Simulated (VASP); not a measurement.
ZrO2: single point with PBEsol

Crystal: ZrO2.

```xyz
6
Lattice="3.5961 0.0000 0.0000 0.0000 3.5961 0.0000 0.0000 0.0000 5.1770" Properties=species:S:1:pos:R:3 pbc="T T T"
Zr    0.0000    0.0000    0.0000
Zr    1.7980    1.7980    2.5885
O     0.0000    1.7980    1.0509
O     0.0000    1.7980    3.6394
O     1.7980    0.0000    1.5376
O     1.7980    0.0000    4.1261
```

| Quantity | Value |
| --- | --- |
| Program | VASP 6.6.1 |
| Task | single point |
| Functional | PBEsol |
| Potentials or basis | VASP PAW PBE potentials, release 64 (Zr_sv, O) |
| Cutoff | 520 eV |
| k mesh | 6 × 6 × 4 |
| Occupations | gaussian, width 0.01 eV |
| Spin | no spin polarisation |
| Dipole correction | no |
| Further INCAR settings | ALGO = Normal; EDIFF = 1e-07; NBANDS = 33 |

| Item | Value |
| --- | --- |
| Pressure | -1.5 GPa |
| Largest force | 0.034 eV/Å |
| Band gap on the k mesh | 3.95 eV, indirect (least direct gap 4.06 eV) |

Forces in eV/Å, atoms in the order of the input:
```
Zr   0.000  0.000  0.000
Zr   0.000  0.000  0.000
O    0.000  0.000 -0.034
O    0.000  0.000 -0.034
O    0.000  0.000  0.034
O    0.000  0.000  0.034
```

Stress tensor (GPa, compression positive):
```
-1.78  0.00  0.00
 0.00 -1.78  0.00
 0.00  0.00 -0.95
```

Levels at points of the mesh, in eV from the valence-band top:
| k point | band 21 | band 22 | band 23 | band 24 | band 25 | band 26 | band 27 | band 28 |
| --- | --- | --- | --- | --- | --- | --- | --- | --- |
| (0.00, 0.00, 0.00) | -0.55 | -0.11 | -0.11 | -0.10 | 3.95 | 4.46 | 5.09 | 5.24 |
| (0.50, 0.00, 0.00) | -1.45 | -1.45 | -0.10 | -0.10 | 4.38 | 4.38 | 5.35 | 5.35 |
| (0.50, 0.50, 0.00) | -0.85 | -0.85 | -0.30 | -0.30 | 5.08 | 5.08 | 5.29 | 5.29 |
| (0.00, 0.00, 0.50) | -0.49 | -0.49 | -0.02 | -0.02 | 4.54 | 4.54 | 5.11 | 5.11 |
| (0.50, 0.00, 0.50) | -1.29 | -1.29 | -0.91 | -0.91 | 4.51 | 4.51 | 4.77 | 4.77 |
| (0.50, 0.50, 0.50) | -1.39 | -1.39 | -0.03 | -0.03 | 5.14 | 5.14 | 5.54 | 5.54 |

Wall time 37 s on 1 thread of Intel(R) Xeon(R) Platinum 8488C (Sapphire Rapids) (shared host), peak memory 0.2 GiB.

Caveat: the PAW data sets were made with another functional, which shifts forces and pressure a little. A k mesh can miss the band edges.
